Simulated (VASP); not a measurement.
# Ga (I4/mmm) in VASP: notebook, part 3 of 6

VASP 6.6.1. Earlier steps stand in the parts before.

## (38) Equation of state, PBE, 17.19 Å³/atom

File INCAR:

```
ADDGRID = F ; ALGO = Normal
EDIFF = 1E-7 ; ENCUT = 350
GGA = PE ; ISIF = 2
ISMEAR = 1 ; LASPH = T
LCHARG = F ; LREAL = F
LWAVE = F ; NELM = 100
PREC = Accurate ; SIGMA = 0.15
```

File KPOINTS:

```
k-points
0
Gamma
  12 12 12
```

File POSCAR:

```
Ga
1.0
   -1.3704139380      1.3704139380      2.2878765449
    1.3704139380     -1.3704139380      2.2878765449
    1.3704139380      1.3704139380     -2.2878765449
Ga
1
Direct
    0.0000000000      0.0000000000      0.0000000000
```

Command:

```sh
cat potpaw_PBE.64/Ga_d/POTCAR > POTCAR
mpirun -np 1 vasp_std > vasp.out
```

It took 5.9 s on 1 thread of Intel Xeon 6975P-C (Granite Rapids), shared host; peak memory 0.12 GiB.

The run converged, but some of its settings lie outside the range that counts as converged, so its numbers aren't taken as properties of the crystal.

What came out:

| Property | Result |
| --- | --- |
| Free energy | -2.8536 eV |
| Pressure | 5.9 GPa |
| Band gap on the k mesh | none (metal or under the smearing width) |

Caveat: the cutoff is under 1.25 times the usual one of these potentials, so pressure, stress and relaxed cells hold a basis-set (Pulay) error.

## (39) Equation of state, PBE, 18.25 Å³/atom

INCAR is that of step 38.

KPOINTS is that of step 38.

File POSCAR:

```
Ga
1.0
   -1.3981065291      1.3981065291      2.3341087291
    1.3981065291     -1.3981065291      2.3341087291
    1.3981065291      1.3981065291     -2.3341087291
Ga
1
Direct
    0.0000000000      0.0000000000      0.0000000000
```

Potentials or basis: VASP PAW PBE potentials, release 64 (Ga_d).

Command:

```sh
cat potpaw_PBE.64/Ga_d/POTCAR > POTCAR
mpirun -np 1 vasp_std > vasp.out
```

It took 7 s on 1 thread of Intel Xeon 6975P-C (Granite Rapids), shared host; peak memory 0.13 GiB.

The run converged, but some of its settings lie outside the range that counts as converged, so its numbers aren't taken as properties of the crystal.

What came out:

| Item | Value |
| --- | --- |
| Free energy | -2.8805 eV |
| Pressure | 1.7 GPa |
| Band gap on the k mesh | none (metal or under the smearing width) |

Caveat: the cutoff is under 1.25 times the usual one of these potentials, so pressure, stress and relaxed cells hold a basis-set (Pulay) error.

## (40) Equation of state, PBE, 17.19 Å³/atom

Edit INCAR of step 39 so:

```diff
@@ -1,3 +1,3 @@
 ADDGRID = F ; ALGO = Normal
-EDIFF = 1E-7 ; ENCUT = 350
+EDIFF = 1E-7 ; ENCUT = 550
 GGA = PE ; ISIF = 2
```

File KPOINTS:

```
k-points
0
Gamma
  10 10 10
```

File POSCAR:

```
Ga
1.0
   -1.3704139380      1.3704139380      2.2878765449
    1.3704139380     -1.3704139380      2.2878765449
    1.3704139380      1.3704139380     -2.2878765449
Ga
1
Direct
    0.0000000000      0.0000000000      0.0000000000
```

Command:

```sh
cat potpaw_PBE.64/Ga_d/POTCAR > POTCAR
mpirun -np 1 vasp_std > vasp.out
```

It took 5.6 s on 1 thread of Intel Xeon 6975P-C (Granite Rapids), shared host; peak memory 0.14 GiB.

The run converged, but some of its settings lie outside the range that counts as converged, so its numbers aren't taken as properties of the crystal.

Results:

```
Free energy            : -2.8476 eV
Pressure               : 6.3 GPa
Band gap on the k mesh : none (metal or under the smearing width)
```

## (41) Equation of state, PBE, 18.25 Å³/atom

INCAR is that of step 40.

KPOINTS is that of step 40.

File POSCAR:

```
Ga
1.0
   -1.3981065291      1.3981065291      2.3341087291
    1.3981065291     -1.3981065291      2.3341087291
    1.3981065291      1.3981065291     -2.3341087291
Ga
1
Direct
    0.0000000000      0.0000000000      0.0000000000
```

Command:

```sh
cat potpaw_PBE.64/Ga_d/POTCAR > POTCAR
mpirun -np 1 vasp_std > vasp.out
```

Wall time 5.5 s (1 thread of Intel Xeon 6975P-C (Granite Rapids), shared host); peak memory 0.15 GiB.

These settings aren't checked as converged: the numbers below hold their error.

What came out:

```yaml
Free_energy: -2.8747 eV
Pressure: 2.1 GPa
Band_gap_on_the_k_mesh: none (metal or under the smearing width)
```

## (42) Equation of state, PBE, 17.19 Å³/atom

Edit INCAR of step 41 so:

```diff
@@ -1,3 +1,3 @@
 ADDGRID = F ; ALGO = Normal
-EDIFF = 1E-7 ; ENCUT = 550
+EDIFF = 1E-7 ; ENCUT = 400
 GGA = PE ; ISIF = 2
```

File KPOINTS:

```
k-points
0
Gamma
  12 12 12
```

File POSCAR:

```
Ga
1.0
   -1.3704139380      1.3704139380      2.2878765449
    1.3704139380     -1.3704139380      2.2878765449
    1.3704139380      1.3704139380     -2.2878765449
Ga
1
Direct
    0.0000000000      0.0000000000      0.0000000000
```

Potentials or basis: VASP PAW PBE potentials, release 64 (Ga_d).

Command:

```sh
cat potpaw_PBE.64/Ga_d/POTCAR > POTCAR
mpirun -np 1 vasp_std > vasp.out
```

It took 7 s on 1 thread of Intel Xeon 6975P-C (Granite Rapids), shared host; peak memory 0.13 GiB.

The run converged, but some of its settings lie outside the range that counts as converged, so its numbers aren't taken as properties of the crystal.

Results:

| Item | Value |
| --- | --- |
| Free energy | -2.8531 eV |
| Pressure | 5.7 GPa |
| Band gap on the k mesh | none (metal or under the smearing width) |

## (43) Equation of state, PBE, 18.25 Å³/atom

INCAR is that of step 42.

KPOINTS is that of step 42.

File POSCAR:

```
Ga
1.0
   -1.3981065291      1.3981065291      2.3341087291
    1.3981065291     -1.3981065291      2.3341087291
    1.3981065291      1.3981065291     -2.3341087291
Ga
1
Direct
    0.0000000000      0.0000000000      0.0000000000
```

Command:

```sh
cat potpaw_PBE.64/Ga_d/POTCAR > POTCAR
mpirun -np 1 vasp_std > vasp.out
```

Run time: 7 s. Hardware: 1 thread of Intel Xeon 6975P-C (Granite Rapids), shared host; peak memory 0.13 GiB.

These settings aren't checked as converged: the numbers below hold their error.

Results:

```yaml
Free_energy: -2.8800 eV
Pressure: 1.6 GPa
Band_gap_on_the_k_mesh: none (metal or under the smearing width)
```

## (44) Equation of state, PBE, 17.19 Å³/atom

Edit INCAR of step 43 so:

```diff
@@ -1,3 +1,3 @@
 ADDGRID = F ; ALGO = Normal
-EDIFF = 1E-7 ; ENCUT = 400
+EDIFF = 1E-7 ; ENCUT = 300
 GGA = PE ; ISIF = 2
```

File KPOINTS:

```
k-points
0
Gamma
  14 14 14
```

File POSCAR:

```
Ga
1.0
   -1.3704139380      1.3704139380      2.2878765449
    1.3704139380     -1.3704139380      2.2878765449
    1.3704139380      1.3704139380     -2.2878765449
Ga
1
Direct
    0.0000000000      0.0000000000      0.0000000000
```

Command:

```sh
cat potpaw_PBE.64/Ga_d/POTCAR > POTCAR
mpirun -np 1 vasp_std > vasp.out
```

Run time: 7.9 s. Hardware: 1 thread of Intel Xeon 6975P-C (Granite Rapids), shared host; peak memory 0.13 GiB.

The run converged, but some of its settings lie outside the range that counts as converged, so its numbers aren't taken as properties of the crystal.

Results:

- Free energy: -2.8551 eV
- Band gap on the k mesh: none (metal or under the smearing width)

Caveat: the cutoff is under 1.25 times the usual one of these potentials, so pressure, stress and relaxed cells hold a basis-set (Pulay) error.

## (45) Equation of state, PBE, 18.25 Å³/atom

INCAR is that of step 44.

KPOINTS is that of step 44.

File POSCAR:

```
Ga
1.0
   -1.3981065291      1.3981065291      2.3341087291
    1.3981065291     -1.3981065291      2.3341087291
    1.3981065291      1.3981065291     -2.3341087291
Ga
1
Direct
    0.0000000000      0.0000000000      0.0000000000
```

Potentials or basis: VASP PAW PBE potentials, release 64 (Ga_d).

Command:

```sh
cat potpaw_PBE.64/Ga_d/POTCAR > POTCAR
mpirun -np 1 vasp_std > vasp.out
```

It took 7.8 s on 1 thread of Intel Xeon 6975P-C (Granite Rapids), shared host; peak memory 0.13 GiB.

These settings aren't checked as converged: the numbers below hold their error.

What came out:

| Quantity | Value |
| --- | --- |
| Free energy | -2.8812 eV |
| Band gap on the k mesh | none (metal or under the smearing width) |

Caveat: the cutoff is under 1.25 times the usual one of these potentials, so pressure, stress and relaxed cells hold a basis-set (Pulay) error.

## (46) Equation of state, PBE, 17.19 Å³/atom

Edit INCAR of step 45 so:

```diff
@@ -1,3 +1,3 @@
 ADDGRID = F ; ALGO = Normal
-EDIFF = 1E-7 ; ENCUT = 300
+EDIFF = 1E-7 ; ENCUT = 450
 GGA = PE ; ISIF = 2
```

File KPOINTS:

```
k-points
0
Gamma
  12 12 12
```

File POSCAR:

```
Ga
1.0
   -1.3704139380      1.3704139380      2.2878765449
    1.3704139380     -1.3704139380      2.2878765449
    1.3704139380      1.3704139380     -2.2878765449
Ga
1
Direct
    0.0000000000      0.0000000000      0.0000000000
```

Command:

```sh
cat potpaw_PBE.64/Ga_d/POTCAR > POTCAR
mpirun -np 1 vasp_std > vasp.out
```

Wall time 7.6 s (1 thread of Intel Xeon 6975P-C (Granite Rapids), shared host); peak memory 0.14 GiB.

These settings aren't checked as converged: the numbers below hold their error.

Results:

```
Free energy            : -2.8537 eV
Pressure               : 6.0 GPa
Band gap on the k mesh : none (metal or under the smearing width)
```

## (47) Equation of state, PBE, 18.25 Å³/atom

INCAR is that of step 46.

KPOINTS is that of step 46.

File POSCAR:

```
Ga
1.0
   -1.3981065291      1.3981065291      2.3341087291
    1.3981065291     -1.3981065291      2.3341087291
    1.3981065291      1.3981065291     -2.3341087291
Ga
1
Direct
    0.0000000000      0.0000000000      0.0000000000
```

Command:

```sh
cat potpaw_PBE.64/Ga_d/POTCAR > POTCAR
mpirun -np 1 vasp_std > vasp.out
```

It took 7.4 s on 1 thread of Intel Xeon 6975P-C (Granite Rapids), shared host; peak memory 0.15 GiB.

These settings aren't checked as converged: the numbers below hold their error.

What came out:

```yaml
Free_energy: -2.8805 eV
Pressure: 1.9 GPa
Band_gap_on_the_k_mesh: none (metal or under the smearing width)
```

## (48) Equation of state, PBE, 17.19 Å³/atom

Edit INCAR of step 47 so:

```diff
@@ -6,2 +6,2 @@
 LWAVE = F ; NELM = 100
-PREC = Accurate ; SIGMA = 0.15
+PREC = Accurate ; SIGMA = 0.4
```

KPOINTS is that of step 47.

File POSCAR:

```
Ga
1.0
   -1.3704139380      1.3704139380      2.2878765449
    1.3704139380     -1.3704139380      2.2878765449
    1.3704139380      1.3704139380     -2.2878765449
Ga
1
Direct
    0.0000000000      0.0000000000      0.0000000000
```

Potentials or basis: VASP PAW PBE potentials, release 64 (Ga_d).

Command:

```sh
cat potpaw_PBE.64/Ga_d/POTCAR > POTCAR
mpirun -np 1 vasp_std > vasp.out
```

It took 7.6 s on 1 thread of Intel Xeon 6975P-C (Granite Rapids), shared host; peak memory 0.15 GiB.

The run converged, but some of its settings lie outside the range that counts as converged, so its numbers aren't taken as properties of the crystal.

What came out:

```
Free energy            : -2.8551 eV
Pressure               : 5.9 GPa
Band gap on the k mesh : none (metal or under the smearing width)
```

## (49) Equation of state, PBE, 18.25 Å³/atom

INCAR is that of step 48.

KPOINTS is that of step 48.

File POSCAR:

```
Ga
1.0
   -1.3981065291      1.3981065291      2.3341087291
    1.3981065291     -1.3981065291      2.3341087291
    1.3981065291      1.3981065291     -2.3341087291
Ga
1
Direct
    0.0000000000      0.0000000000      0.0000000000
```

Command:

```sh
cat potpaw_PBE.64/Ga_d/POTCAR > POTCAR
mpirun -np 1 vasp_std > vasp.out
```

Wall time 7.5 s (1 thread of Intel Xeon 6975P-C (Granite Rapids), shared host); peak memory 0.15 GiB.

The run converged, but some of its settings lie outside the range that counts as converged, so its numbers aren't taken as properties of the crystal.

Results:

- Free energy: -2.8816 eV
- Pressure: 1.9 GPa
- Band gap on the k mesh: none (metal or under the smearing width)

## (50) Equation of state, PBE, 17.19 Å³/atom

Edit INCAR of step 49 so:

```diff
@@ -6,2 +6,2 @@
 LWAVE = F ; NELM = 100
-PREC = Accurate ; SIGMA = 0.4
+PREC = Accurate ; SIGMA = 0.2
```

KPOINTS is that of step 49.

File POSCAR:

```
Ga
1.0
   -1.3704139380      1.3704139380      2.2878765449
    1.3704139380     -1.3704139380      2.2878765449
    1.3704139380      1.3704139380     -2.2878765449
Ga
1
Direct
    0.0000000000      0.0000000000      0.0000000000
```

Command:

```sh
cat potpaw_PBE.64/Ga_d/POTCAR > POTCAR
mpirun -np 1 vasp_std > vasp.out
```

Run time: 7.5 s. Hardware: 1 thread of Intel Xeon 6975P-C (Granite Rapids), shared host; peak memory 0.15 GiB.

The run converged, but some of its settings lie outside the range that counts as converged, so its numbers aren't taken as properties of the crystal.

Results:

```yaml
Free_energy: -2.8539 eV
Pressure: 6.0 GPa
Band_gap_on_the_k_mesh: none (metal or under the smearing width)
```

## (51) Equation of state, PBE, 18.25 Å³/atom

INCAR is that of step 50.

KPOINTS is that of step 50.

File POSCAR:

```
Ga
1.0
   -1.3981065291      1.3981065291      2.3341087291
    1.3981065291     -1.3981065291      2.3341087291
    1.3981065291      1.3981065291     -2.3341087291
Ga
1
Direct
    0.0000000000      0.0000000000      0.0000000000
```

Potentials or basis: VASP PAW PBE potentials, release 64 (Ga_d).

Command:

```sh
cat potpaw_PBE.64/Ga_d/POTCAR > POTCAR
mpirun -np 1 vasp_std > vasp.out
```

Run time: 7.4 s. Hardware: 1 thread of Intel Xeon 6975P-C (Granite Rapids), shared host; peak memory 0.15 GiB.

These settings aren't checked as converged: the numbers below hold their error.

What came out:

```
Free energy            : -2.8807 eV
Pressure               : 1.9 GPa
Band gap on the k mesh : none (metal or under the smearing width)
```

## (52) Equation of state, PBE, 17.19 Å³/atom

Edit INCAR of step 51 so:

```diff
@@ -6,2 +6,2 @@
 LWAVE = F ; NELM = 100
-PREC = Accurate ; SIGMA = 0.2
+PREC = Accurate ; SIGMA = 0.1
```

KPOINTS is that of step 51.

File POSCAR:

```
Ga
1.0
   -1.3704139380      1.3704139380      2.2878765449
    1.3704139380     -1.3704139380      2.2878765449
    1.3704139380      1.3704139380     -2.2878765449
Ga
1
Direct
    0.0000000000      0.0000000000      0.0000000000
```

Command:

```sh
cat potpaw_PBE.64/Ga_d/POTCAR > POTCAR
mpirun -np 1 vasp_std > vasp.out
```

Run time: 7.4 s. Hardware: 1 thread of Intel Xeon 6975P-C (Granite Rapids), shared host; peak memory 0.14 GiB.

These settings aren't checked as converged: the numbers below hold their error.

What came out:

```yaml
Free_energy: -2.8536 eV
Pressure: 6.0 GPa
Band_gap_on_the_k_mesh: none (metal or under the smearing width)
```

## (53) Equation of state, PBE, 18.25 Å³/atom

INCAR is that of step 52.

KPOINTS is that of step 52.

File POSCAR:

```
Ga
1.0
   -1.3981065291      1.3981065291      2.3341087291
    1.3981065291     -1.3981065291      2.3341087291
    1.3981065291      1.3981065291     -2.3341087291
Ga
1
Direct
    0.0000000000      0.0000000000      0.0000000000
```

Command:

```sh
cat potpaw_PBE.64/Ga_d/POTCAR > POTCAR
mpirun -np 1 vasp_std > vasp.out
```

Run time: 7.4 s. Hardware: 1 thread of Intel Xeon 6975P-C (Granite Rapids), shared host; peak memory 0.15 GiB.

The run converged, but some of its settings lie outside the range that counts as converged, so its numbers aren't taken as properties of the crystal.

What came out:

| Property | Result |
| --- | --- |
| Free energy | -2.8804 eV |
| Pressure | 1.9 GPa |
| Band gap on the k mesh | none (metal or under the smearing width) |

## (54) Equation of state, PBE, 17.19 Å³/atom

Edit INCAR of step 53 so:

```diff
@@ -6,2 +6,2 @@
 LWAVE = F ; NELM = 100
-PREC = Accurate ; SIGMA = 0.1
+PREC = Accurate ; SIGMA = 0.05
```

KPOINTS is that of step 53.

File POSCAR:

```
Ga
1.0
   -1.3704139380      1.3704139380      2.2878765449
    1.3704139380     -1.3704139380      2.2878765449
    1.3704139380      1.3704139380     -2.2878765449
Ga
1
Direct
    0.0000000000      0.0000000000      0.0000000000
```

Potentials or basis: VASP PAW PBE potentials, release 64 (Ga_d).

Command:

```sh
cat potpaw_PBE.64/Ga_d/POTCAR > POTCAR
mpirun -np 1 vasp_std > vasp.out
```

It took 7.4 s on 1 thread of Intel Xeon 6975P-C (Granite Rapids), shared host; peak memory 0.15 GiB.

These settings aren't checked as converged: the numbers below hold their error.

What came out:

* Free energy: -2.8535 eV
* Pressure: 6.1 GPa
* Band gap on the k mesh: none (metal or under the smearing width)

## (55) Equation of state, PBE, 18.25 Å³/atom

INCAR is that of step 54.

KPOINTS is that of step 54.

File POSCAR:

```
Ga
1.0
   -1.3981065291      1.3981065291      2.3341087291
    1.3981065291     -1.3981065291      2.3341087291
    1.3981065291      1.3981065291     -2.3341087291
Ga
1
Direct
    0.0000000000      0.0000000000      0.0000000000
```

Command:

```sh
cat potpaw_PBE.64/Ga_d/POTCAR > POTCAR
mpirun -np 1 vasp_std > vasp.out
```

Wall time 7.3 s (1 thread of Intel Xeon 6975P-C (Granite Rapids), shared host); peak memory 0.15 GiB.

The run converged, but some of its settings lie outside the range that counts as converged, so its numbers aren't taken as properties of the crystal.

Results:

- Free energy: -2.8801 eV
- Pressure: 1.8 GPa
- Band gap on the k mesh: none (metal or under the smearing width)

## (56) Equation of state, PBE, 17.19 Å³/atom

Edit INCAR of step 55 so:

```diff
@@ -6,2 +6,2 @@
 LWAVE = F ; NELM = 100
-PREC = Accurate ; SIGMA = 0.05
+PREC = Accurate ; SIGMA = 0.02
```

KPOINTS is that of step 55.

File POSCAR:

```
Ga
1.0
   -1.3704139380      1.3704139380      2.2878765449
    1.3704139380     -1.3704139380      2.2878765449
    1.3704139380      1.3704139380     -2.2878765449
Ga
1
Direct
    0.0000000000      0.0000000000      0.0000000000
```

Command:

```sh
cat potpaw_PBE.64/Ga_d/POTCAR > POTCAR
mpirun -np 1 vasp_std > vasp.out
```

Wall time 7.4 s (1 thread of Intel Xeon 6975P-C (Granite Rapids), shared host); peak memory 0.15 GiB.

These settings aren't checked as converged: the numbers below hold their error.

Results:

- Free energy: -2.8533 eV
- Pressure: 6.0 GPa
- Band gap on the k mesh: none (metal or under the smearing width)

## (57) Equation of state, PBE, 18.25 Å³/atom

INCAR is that of step 56.

KPOINTS is that of step 56.

File POSCAR:

```
Ga
1.0
   -1.3981065291      1.3981065291      2.3341087291
    1.3981065291     -1.3981065291      2.3341087291
    1.3981065291      1.3981065291     -2.3341087291
Ga
1
Direct
    0.0000000000      0.0000000000      0.0000000000
```

Potentials or basis: VASP PAW PBE potentials, release 64 (Ga_d).

Command:

```sh
cat potpaw_PBE.64/Ga_d/POTCAR > POTCAR
mpirun -np 1 vasp_std > vasp.out
```

Run time: 7.3 s. Hardware: 1 thread of Intel Xeon 6975P-C (Granite Rapids), shared host; peak memory 0.15 GiB.

The run converged, but some of its settings lie outside the range that counts as converged, so its numbers aren't taken as properties of the crystal.

What came out:

```
Free energy            : -2.8800 eV
Pressure               : 1.8 GPa
Band gap on the k mesh : none (metal or under the smearing width)
```

## (58) Equation of state, PBE, 17.19 Å³/atom

Edit INCAR of step 57 so:

```diff
@@ -6,2 +6,2 @@
 LWAVE = F ; NELM = 100
-PREC = Accurate ; SIGMA = 0.02
+PREC = Low ; SIGMA = 0.15
```

KPOINTS is that of step 57.

File POSCAR:

```
Ga
1.0
   -1.3704139380      1.3704139380      2.2878765449
    1.3704139380     -1.3704139380      2.2878765449
    1.3704139380      1.3704139380     -2.2878765449
Ga
1
Direct
    0.0000000000      0.0000000000      0.0000000000
```

Command:

```sh
cat potpaw_PBE.64/Ga_d/POTCAR > POTCAR
mpirun -np 1 vasp_std > vasp.out
```

Wall time 3.8 s (1 thread of Intel Xeon 6975P-C (Granite Rapids), shared host); peak memory 0.12 GiB.

The run converged, but some of its settings lie outside the range that counts as converged, so its numbers aren't taken as properties of the crystal.

Results:

| Property | Result |
| --- | --- |
| Free energy | -2.8614 eV |
| Pressure | 6.0 GPa |
| Band gap on the k mesh | none (metal or under the smearing width) |

## (59) Equation of state, PBE, 18.25 Å³/atom

INCAR is that of step 58.

KPOINTS is that of step 58.

File POSCAR:

```
Ga
1.0
   -1.3981065291      1.3981065291      2.3341087291
    1.3981065291     -1.3981065291      2.3341087291
    1.3981065291      1.3981065291     -2.3341087291
Ga
1
Direct
    0.0000000000      0.0000000000      0.0000000000
```

Command:

```sh
cat potpaw_PBE.64/Ga_d/POTCAR > POTCAR
mpirun -np 1 vasp_std > vasp.out
```

Wall time 3.7 s (1 thread of Intel Xeon 6975P-C (Granite Rapids), shared host); peak memory 0.12 GiB.

These settings aren't checked as converged: the numbers below hold their error.

Results:

| Item | Value |
| --- | --- |
| Free energy | -2.8881 eV |
| Pressure | 1.8 GPa |
| Band gap on the k mesh | none (metal or under the smearing width) |

## (60) Equation of state, PBE, 17.19 Å³/atom

Edit INCAR of step 59 so:

```diff
@@ -6,2 +6,2 @@
 LWAVE = F ; NELM = 100
-PREC = Low ; SIGMA = 0.15
+PREC = Normal ; SIGMA = 0.15
```

KPOINTS is that of step 59.

File POSCAR:

```
Ga
1.0
   -1.3704139380      1.3704139380      2.2878765449
    1.3704139380     -1.3704139380      2.2878765449
    1.3704139380      1.3704139380     -2.2878765449
Ga
1
Direct
    0.0000000000      0.0000000000      0.0000000000
```

Potentials or basis: VASP PAW PBE potentials, release 64 (Ga_d).

Command:

```sh
cat potpaw_PBE.64/Ga_d/POTCAR > POTCAR
mpirun -np 1 vasp_std > vasp.out
```

Run time: 3.7 s. Hardware: 1 thread of Intel Xeon 6975P-C (Granite Rapids), shared host; peak memory 0.13 GiB.

These settings aren't checked as converged: the numbers below hold their error.

What came out:

* Free energy: -2.8537 eV
* Pressure: 6.0 GPa
* Band gap on the k mesh: none (metal or under the smearing width)

## (61) Equation of state, PBE, 18.25 Å³/atom

INCAR is that of step 60.

KPOINTS is that of step 60.

File POSCAR:

```
Ga
1.0
   -1.3981065291      1.3981065291      2.3341087291
    1.3981065291     -1.3981065291      2.3341087291
    1.3981065291      1.3981065291     -2.3341087291
Ga
1
Direct
    0.0000000000      0.0000000000      0.0000000000
```

Command:

```sh
cat potpaw_PBE.64/Ga_d/POTCAR > POTCAR
mpirun -np 1 vasp_std > vasp.out
```

It took 3.7 s on 1 thread of Intel Xeon 6975P-C (Granite Rapids), shared host; peak memory 0.13 GiB.

These settings aren't checked as converged: the numbers below hold their error.

What came out:

```yaml
Free_energy: -2.8806 eV
Pressure: 1.9 GPa
Band_gap_on_the_k_mesh: none (metal or under the smearing width)
```

(Continued in part 4 of 6.)
